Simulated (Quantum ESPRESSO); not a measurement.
# SnTe (F-43m) in Quantum ESPRESSO: further runs, part 3 of 3

Quantum ESPRESSO 7.5. Earlier steps stand in the parts before.

## (4) Phonon dispersion, PBEsol

The input, pw.in:

```
&CONTROL
  calculation = 'scf'
  prefix = 'pwscf'
  outdir = './tmp'
  pseudo_dir = './pseudo'
  tprnfor = .true.
  tstress = .true.
  disk_io = 'low'
/
&SYSTEM
  ibrav = 0
  nat = 2
  ntyp = 2
  ecutwfc = 68
  ecutrho = 544
  nbnd = 16
  occupations = 'smearing'
  smearing = 'mp'
  degauss = 0.01999163
/
&ELECTRONS
  conv_thr = 4d-10
  electron_maxstep = 120
  mixing_beta = 0.5
/
ATOMIC_SPECIES
Te   127.6000 te_pbesol_v1.uspp.F.UPF
Sn   118.7100 sn_pbesol_v1.4.uspp.F.UPF
CELL_PARAMETERS angstrom
   0.0000000000    3.6111460000    3.6111460000
   3.6111460000    0.0000000000    3.6111460000
   3.6111460000    3.6111460000    0.0000000000
ATOMIC_POSITIONS crystal
Te     0.2500000000    0.2500000000    0.2500000000
Sn     0.0000000000    0.0000000000    0.0000000000
K_POINTS automatic
3 3 3 0 0 0
```

The input, relax.in:

```
&CONTROL
  calculation = 'vc-relax'
  prefix = 'pwscf'
  outdir = './tmp'
  pseudo_dir = './pseudo'
  tprnfor = .true.
  tstress = .true.
  disk_io = 'low'
  nstep = 40
  forc_conv_thr = 0.0001
  etot_conv_thr = 1d-06
/
&SYSTEM
  ibrav = 0
  nat = 2
  ntyp = 2
  ecutwfc = 68
  ecutrho = 544
  nbnd = 16
  occupations = 'smearing'
  smearing = 'mp'
  degauss = 0.01999163
/
&ELECTRONS
  conv_thr = 4d-10
  electron_maxstep = 120
  mixing_beta = 0.5
/
&IONS
  ion_dynamics = 'bfgs'
/
&CELL
  cell_dynamics = 'bfgs'
  press = 0
  press_conv_thr = 0.2
/
ATOMIC_SPECIES
Te   127.6000 te_pbesol_v1.uspp.F.UPF
Sn   118.7100 sn_pbesol_v1.4.uspp.F.UPF
CELL_PARAMETERS angstrom
   0.0000000000    3.6111460000    3.6111460000
   3.6111460000    0.0000000000    3.6111460000
   3.6111460000    3.6111460000    0.0000000000
ATOMIC_POSITIONS crystal
Te     0.2500000000    0.2500000000    0.2500000000
Sn     0.0000000000    0.0000000000    0.0000000000
K_POINTS automatic
3 3 3 0 0 0
```

The input, scf2.in:

```
&CONTROL
  calculation = 'scf'
  prefix = 'pwscf'
  outdir = './tmp'
  pseudo_dir = './pseudo'
  tprnfor = .true.
  tstress = .true.
  disk_io = 'low'
/
&SYSTEM
  ibrav = 0
  nat = 2
  ntyp = 2
  ecutwfc = 68
  ecutrho = 544
  nbnd = 16
  occupations = 'fixed'
/
&ELECTRONS
  conv_thr = 1d-13
  electron_maxstep = 120
  mixing_beta = 0.5
  startingpot = 'file'
  startingwfc = 'file'
/
ATOMIC_SPECIES
Te   127.6000 te_pbesol_v1.uspp.F.UPF
Sn   118.7100 sn_pbesol_v1.4.uspp.F.UPF
CELL_PARAMETERS angstrom
   0.0000000000    3.4790189763    3.4790189763
   3.4790189763    0.0000000000    3.4790189763
   3.4790189763    3.4790189763    0.0000000000
ATOMIC_POSITIONS crystal
Te     0.2500000000    0.2500000000    0.2500000000
Sn     0.0000000000    0.0000000000    0.0000000000
K_POINTS automatic
3 3 3 0 0 0
```

The input, ph.in:

```
phonon_bands of SnTe
&INPUTPH
  prefix = 'pwscf'
  outdir = './tmp'
  tr2_ph = 1d-18
  fildyn = 'dyn'
  niter_ph = 90
  alpha_mix(1) = 0.7
  epsil = .true.
  ldisp = .true.
  nq1 = 3
  nq2 = 3
  nq3 = 3
/
```

The input, q2r.in:

```
&INPUT
  fildyn = 'dyn'
  zasr = 'crystal'
  flfrc = 'fc'
/
```

The input, matdyn.in:

```
&INPUT
  asr = 'crystal'
  flfrc = 'fc'
  flfrq = 'freq'
  q_in_cryst_coord = .true.
  flvec = ' '
/
80
 0.0000000000  0.0000000000  0.0000000000
 0.0454545455  0.0000000000  0.0454545455
 0.0909090909  0.0000000000  0.0909090909
 0.1363636364  0.0000000000  0.1363636364
 0.1818181818  0.0000000000  0.1818181818
 0.2272727273  0.0000000000  0.2272727273
 0.2727272727  0.0000000000  0.2727272727
 0.3181818182  0.0000000000  0.3181818182
 0.3636363636  0.0000000000  0.3636363636
 0.4090909091  0.0000000000  0.4090909091
 0.4545454545  0.0000000000  0.4545454545
 0.5000000000  0.0000000000  0.5000000000
 0.5000000000  0.0500000000  0.5500000000
 0.5000000000  0.1000000000  0.6000000000
 0.5000000000  0.1500000000  0.6500000000
 0.5000000000  0.2000000000  0.7000000000
 0.5000000000  0.2500000000  0.7500000000
 0.4687500000  0.2812500000  0.7500000000
 0.4375000000  0.3125000000  0.7500000000
 0.4062500000  0.3437500000  0.7500000000
 0.3750000000  0.3750000000  0.7500000000
 0.3461538462  0.3461538462  0.6923076923
 0.3173076923  0.3173076923  0.6346153846
 0.2884615385  0.2884615385  0.5769230769
 0.2596153846  0.2596153846  0.5192307692
 0.2307692308  0.2307692308  0.4615384615
 0.2019230769  0.2019230769  0.4038461538
 0.1730769231  0.1730769231  0.3461538462
 0.1442307692  0.1442307692  0.2884615385
 0.1153846154  0.1153846154  0.2307692308
 0.0865384615  0.0865384615  0.1730769231
 0.0576923077  0.0576923077  0.1153846154
 0.0288461538  0.0288461538  0.0576923077
 0.0000000000  0.0000000000  0.0000000000
 0.0454545455  0.0454545455  0.0454545455
 0.0909090909  0.0909090909  0.0909090909
 0.1363636364  0.1363636364  0.1363636364
 0.1818181818  0.1818181818  0.1818181818
 0.2272727273  0.2272727273  0.2272727273
 0.2727272727  0.2727272727  0.2727272727
 0.3181818182  0.3181818182  0.3181818182
 0.3636363636  0.3636363636  0.3636363636
 0.4090909091  0.4090909091  0.4090909091
 0.4545454545  0.4545454545  0.4545454545
 0.5000000000  0.5000000000  0.5000000000
 0.5178571429  0.4642857143  0.5178571429
 0.5357142857  0.4285714286  0.5357142857
 0.5535714286  0.3928571429  0.5535714286
 0.5714285714  0.3571428571  0.5714285714
 0.5892857143  0.3214285714  0.5892857143
 0.6071428571  0.2857142857  0.6071428571
 0.6250000000  0.2500000000  0.6250000000
 0.5937500000  0.2500000000  0.6562500000
 0.5625000000  0.2500000000  0.6875000000
 0.5312500000  0.2500000000  0.7187500000
 0.5000000000  0.2500000000  0.7500000000
 0.5000000000  0.2750000000  0.7250000000
 0.5000000000  0.3000000000  0.7000000000
 0.5000000000  0.3250000000  0.6750000000
 0.5000000000  0.3500000000  0.6500000000
 0.5000000000  0.3750000000  0.6250000000
 0.5000000000  0.4000000000  0.6000000000
 0.5000000000  0.4250000000  0.5750000000
 0.5000000000  0.4500000000  0.5500000000
 0.5000000000  0.4750000000  0.5250000000
 0.5000000000  0.5000000000  0.5000000000
 0.4861111111  0.4861111111  0.5277777778
 0.4722222222  0.4722222222  0.5555555556
 0.4583333333  0.4583333333  0.5833333333
 0.4444444444  0.4444444444  0.6111111111
 0.4305555556  0.4305555556  0.6388888889
 0.4166666667  0.4166666667  0.6666666667
 0.4027777778  0.4027777778  0.6944444444
 0.3888888889  0.3888888889  0.7222222222
 0.3750000000  0.3750000000  0.7500000000
 0.6250000000  0.2500000000  0.6250000000
 0.5937500000  0.1875000000  0.5937500000
 0.5625000000  0.1250000000  0.5625000000
 0.5312500000  0.0625000000  0.5312500000
 0.5000000000  0.0000000000  0.5000000000
```

The input, matdyn_dos.in:

```
&INPUT
  asr = 'crystal'
  flfrc = 'fc'
  dos = .true.
  fldos = 'phdos'
  nk1 = 8
  nk2 = 8
  nk3 = 8
  deltaE = 0.5
  flvec = ' '
  flfrq = ' '
/
```

The input, matdyn_mesh.in:

```
&INPUT
  asr = 'crystal'
  flfrc = 'fc'
  flfrq = 'mesh'
  q_in_cryst_coord = .true.
  flvec = ' '
/
125
 0.10000000  0.10000000  0.10000000
 0.10000000  0.10000000  0.30000000
 0.10000000  0.10000000  0.50000000
[... 122 further points of the even 5 x 5 x 5 mesh, shifted by half a step ...]
```

Potentials or basis: GBRV 1.5 PBEsol.

Run with:

```bash
OMP_NUM_THREADS=1 pw.x -in pw.in > pw.out
OMP_NUM_THREADS=1 pw.x -in relax.in > relax.out
OMP_NUM_THREADS=1 pw.x -in scf2.in > scf2.out
OMP_NUM_THREADS=1 ph.x -in ph.in > ph.out
OMP_NUM_THREADS=1 q2r.x -in q2r.in > q2r.out
OMP_NUM_THREADS=1 matdyn.x -in matdyn.in > matdyn.out
OMP_NUM_THREADS=1 matdyn.x -in matdyn_dos.in > matdyn_dos.out
OMP_NUM_THREADS=1 matdyn.x -in matdyn_mesh.in > matdyn_mesh.out
```

pw.out:

```text
This program is part of the open-source Quantum ESPRESSO suite
     for quantum simulation of materials; please cite
[... 9 lines left out ...]
     --------------------
     sticks:   dense  smooth     PW     G-vecs:    dense   smooth      PW
     Sum        3481    1759    499               135995    48119    6975

     Using Slab Decomposition

     bravais-lattice index     =            0
     lattice parameter (alat)  =       9.6507  a.u.
     unit-cell volume          =     635.5676 (a.u.)^3
     number of atoms/cell      =            2
     number of atomic types    =            2
     number of electrons       =        20.00
     number of Kohn-Sham states=           16
     kinetic-energy cutoff     =      68.0000  Ry
     charge density cutoff     =     544.0000  Ry
     scf convergence threshold =      4.0E-10
     mixing beta               =       0.5000
     number of iterations used =            8  plain     mixing
     Exchange-correlation= SLA  PW   PSX  PSC
                           (   1   4  10   8   0   0   0)

     celldm(1)=   9.650702  celldm(2)=   0.000000  celldm(3)=   0.000000
     celldm(4)=   0.000000  celldm(5)=   0.000000  celldm(6)=   0.000000

     crystal axes: (cart. coord. in units of alat)
               a(1) = (   0.000000   0.707107   0.707107 )
               a(2) = (   0.707107   0.000000   0.707107 )
               a(3) = (   0.707107   0.707107   0.000000 )

     reciprocal axes: (cart. coord. in units 2 pi/alat)
               b(1) = ( -0.707107  0.707107  0.707107 )
               b(2) = (  0.707107 -0.707107  0.707107 )
               b(3) = (  0.707107  0.707107 -0.707107 )

     PseudoPot. # 1 for Te read from file:
     te_pbesol_v1.uspp.F.UPF
     Pseudo is Ultrasoft + core correction, Zval =  6.0
     Generated by new atomic code, or converted to UPF format
     Using radial grid of  891 points,  5 beta functions with:
                l(1) =   0
                l(2) =   0
                l(3) =   1
                l(4) =   1
                l(5) =   2
     Q(r) pseudized with  6 coefficients,  rinner =    1.800   1.800   1.800
                                                       1.800   1.800

     PseudoPot. # 2 for Sn read from file:
     sn_pbesol_v1.4.uspp.F.UPF
     Pseudo is Ultrasoft + core correction, Zval = 14.0
     Generated by new atomic code, or converted to UPF format
     Using radial grid of  891 points,  6 beta functions with:
                l(1) =   0
                l(2) =   0
                l(3) =   1
                l(4) =   1
                l(5) =   2
                l(6) =   2
     Q(r) pseudized with  8 coefficients,  rinner =    1.350   1.350   1.350
                                                       1.350   1.350

     atomic species   valence    mass     pseudopotential
     Te                6.00   127.60000     Te( 1.00)
     Sn               14.00   118.71000     Sn( 1.00)

     24 Sym. Ops. (no inversion) found

   Cartesian axes

     site n.     atom                  positions (alat units)
         1        Te     tau(   1) = (   0.3535534   0.3535534   0.3535534  )
         2        Sn     tau(   2) = (   0.0000000   0.0000000   0.0000000  )

     number of k points=     4  Methfessel-Paxton smearing, width (Ry)=  0.0200
                       cart. coord. in units 2pi/alat
        k(    1) = (   0.0000000   0.0000000   0.0000000), wk =   0.0740741
        k(    2) = (   0.2357023   0.2357023  -0.2357023), wk =   0.5925926
        k(    3) = (   0.4714045   0.0000000  -0.0000000), wk =   0.4444444
        k(    4) = (  -0.0000000  -0.4714045   0.4714045), wk =   0.8888889

     Dense  grid:   135995 G-vectors     FFT dimensions: (  72,  72,  72)

     Smooth grid:    48119 G-vectors     FFT dimensions: (  54,  54,  54)

     Initial potential from superposition of free atoms

     starting charge      18.9998, renormalised to      20.0000
     Starting wfcs are   13 randomized atomic wfcs +    3 random wfcs

     Self-consistent Calculation

     iteration #  1     ecut=    68.00 Ry     beta= 0.50
     Davidson diagonalization with overlap
     ethr =  1.00E-02,  avg # of iterations =  9.0

     total energy              =    -185.18130934 Ry
     estimated scf accuracy    <       0.65293384 Ry

     iteration #  2     ecut=    68.00 Ry     beta= 0.50
     Davidson diagonalization with overlap
     ethr =  3.26E-03,  avg # of iterations =  2.0

     total energy              =    -185.33845967 Ry
     estimated scf accuracy    <       0.05529660 Ry

     iteration #  3     ecut=    68.00 Ry     beta= 0.50
     Davidson diagonalization with overlap
     ethr =  2.76E-04,  avg # of iterations =  5.5
[... 40 lines left out ...]
     iteration #  8     ecut=    68.00 Ry     beta= 0.50
     Davidson diagonalization with overlap
     ethr =  4.72E-10,  avg # of iterations =  2.5

     WARNING: integrated charge=    20.00026786, expected=    20.00000000

     total energy              =    -185.35015014 Ry
     estimated scf accuracy    <          2.6E-09 Ry

     iteration #  9     ecut=    68.00 Ry     beta= 0.50
     Davidson diagonalization with overlap
     ethr =  1.29E-11,  avg # of iterations =  5.2

     End of self-consistent calculation

          k = 0.0000 0.0000 0.0000 (  5985 PWs)   bands (ev):

   -17.9015 -17.9015 -17.9015 -17.8919 -17.8919  -7.7399  -1.3832   1.8930
     1.8930   1.8930   4.8273   4.8273   4.8273   7.8520  10.2449  10.2450

          k = 0.2357 0.2357-0.2357 (  6039 PWs)   bands (ev):

   -17.9024 -17.9005 -17.9005 -17.8918 -17.8918  -7.3648  -2.7779   1.4735
     1.4735   1.8739   5.4970   5.4970   6.2105   9.2765   9.8825   9.8825

          k = 0.4714 0.0000-0.0000 (  6046 PWs)   bands (ev):

   -17.9040 -17.8994 -17.8994 -17.8925 -17.8912  -7.2240  -3.0607   0.9287
     0.9287   3.0851   4.0204   6.8763   6.8763   8.2917  10.7724  11.3674

          k =-0.0000-0.4714 0.4714 (  5960 PWs)   bands (ev):

   -17.9034 -17.8996 -17.8993 -17.8920 -17.8915  -7.0503  -3.4223   0.2659
     1.0295   3.2434   5.4495   6.5826   6.6143   8.4462   9.9762  11.0812

     the Fermi energy is     3.7384 ev

     WARNING: integrated charge=    20.00026666, expected=    20.00000000

!    total energy              =    -185.35015164 Ry
     estimated scf accuracy    <          3.9E-10 Ry
     smearing contrib. (-TS)   =       0.00104633 Ry
     internal energy E=F+TS    =    -185.35119797 Ry

     The total energy is F=E-TS. E is the sum of the following terms:
     one-electron contribution =     -99.22135556 Ry
     hartree contribution      =      58.39095479 Ry
     xc contribution           =     -56.71307937 Ry
     ewald contribution        =     -87.80771783 Ry

     convergence has been achieved in   9 iterations

     Forces acting on atoms (cartesian axes, Ry/au):

     atom    1 type  1   force =     0.00000000   -0.00000000   -0.00000000
     atom    2 type  2   force =    -0.00000000    0.00000000    0.00000000

     Total force =     0.000000     Total SCF correction =     0.000000

     Computing stress (Cartesian axis) and pressure

          total   stress  (Ry/bohr**3)                   (kbar)     P=      -22.74
  -0.00015458  -0.00000000  -0.00000000          -22.74       -0.00       -0.00
  -0.00000000  -0.00015458  -0.00000000           -0.00      -22.74       -0.00
  -0.00000000  -0.00000000  -0.00015458           -0.00       -0.00      -22.74

=------------------------------------------------------------------------------=
   JOB DONE.
=------------------------------------------------------------------------------=
```

Wall time 37 min (1 thread of Arm Neoverse V2, shared host); peak memory 0.52 GiB.

What came out:

```
Free energy                                        : -2521.8950 eV
Relaxed volume                                     : 42.11 Å³/atom
Relaxed cell                                       : a = 4.920 Å, b = 4.920 Å, c = 4.920 Å, α = 60.00°, β = 60.00°, γ = 60.00°
Space group after relaxing (to 0.05 Å)             : F-43m (No. 216)
Pressure after relaxing                            : 0.1 GPa
Band gap on the k mesh                             : 0.63 eV, indirect (least direct gap 0.81 eV)
Highest phonon frequency, LO-TO splitting left out : 126 cm⁻¹
Most unstable mode                                 : 35i cm⁻¹
```

Final structure:
```
CELL_PARAMETERS angstrom
0.00000 3.47902 3.47902
3.47902 0.00000 3.47902
3.47902 3.47902 0.00000
ATOMIC_POSITIONS crystal
Te 0.25000 0.25000 0.25000
Sn 0.00000 0.00000 0.00000
```

Phonon frequencies in cm⁻¹ (negative: imaginary):
```
              q point             frequencies
(0.000, 0.000, 0.000)       0 0 0 110 110 118
(0.318, 0.000, 0.318)  -33 -33 65 106 106 115
(0.500, 0.150, 0.650)   -16 21 96 100 101 108
(0.346, 0.346, 0.692)   -16 18 91 105 107 113
(0.144, 0.144, 0.288)  -34 -24 32 111 115 121
(0.091, 0.091, 0.091)  -14 -14 -2 110 110 119
(0.409, 0.409, 0.409)    12 12 51 114 114 126
(0.589, 0.321, 0.589)   -14 13 87 107 109 115
(0.500, 0.275, 0.725)   -15 29 96 101 105 112
(0.500, 0.450, 0.550)    11 16 64 114 114 124
(0.431, 0.431, 0.639)    -11 1 80 110 111 118
(0.562, 0.125, 0.562)    -16 -7 96 98 100 104
```

Phonon frequencies at the corners of the path (cm⁻¹, interpolated; i marks imaginary ones):
```tsv
point	frequencies
Γ	0 0 0 110 110 118
X	18i 18i 95 95 100 100
W	14i 29 97 100 104 111
K	14i 18 94 103 104 110
L	19 19 58 115 115 126
U	14i 18 94 103 104 110
```

Phonon states per cell in windows of 10 cm⁻¹ (negative: imaginary):
```
from (cm⁻¹)  total    Te    Sn
        -40   0.14  0.09  0.06
        -30   0.68  0.41  0.27
        -20   0.64  0.39  0.25
        -10   0.18  0.11  0.07
          0   0.17  0.10  0.07
         10   0.16  0.10  0.07
         20   0.07  0.04  0.03
         30   0.05  0.03  0.02
         40   0.07  0.04  0.03
         50   0.11  0.06  0.04
         60   0.16  0.10  0.06
         70   0.20  0.13  0.07
         80   0.24  0.17  0.07
         90   0.16  0.10  0.06
        100   1.00  0.39  0.61
        110   1.63  0.62  1.01
        120   0.34  0.13  0.22
```

Caveat: the k mesh is coarse (spacing up to 0.50 Å⁻¹), so the values aren't converged; some modes are imaginary; this smearing can shift energies of a crystal with a gap; spin-orbit coupling is left out, which moves the levels of the heavy elements; an odd mesh through Γ misses points on the zone boundary, where band edges often lie.

## (5) Overview

| task | level | potentials or basis | k mesh | cutoff (eV) | smearing | form of the LDA correlation | q mesh | mesh quality | pressure (GPa) |
| --- | --- | --- | --- | --- | --- | --- | --- | --- | --- |
| phonons | LDA | JTH 2.0 LDA | 6 × 6 × 6, shifted | 707 | fermi-dirac 0.05 eV | PW92 | - | not flagged | 0.0 |
| phonon dispersion | PBE | JTH 2.0 PBE | 4 × 4 × 4, shifted | 707 | fermi-dirac 0.05 eV | - | 2 × 2 × 2 | not flagged | 0.0 |
| phonon dispersion | PBEsol | GBRV 1.5 PBEsol | 3 × 3 × 3 | 925 | methfessel-paxton 0.272 eV | - | 3 × 3 × 3 | coarse | 0.1 |

Alike in all rows: no spin polarisation; cell relaxed.

Caveats: some runs use coarse meshes; some modes are imaginary (some runs); the mesh is thin for the phonons of a metal (some runs); this smearing can shift energies of a crystal with a gap (some runs); spin-orbit coupling is left out, which moves the levels of the heavy elements (some runs); an odd mesh through Γ misses points on the zone boundary, where band edges often lie (some runs).

Total energies depend on the potentials used, so only differences within one code and one set of settings carry meaning.
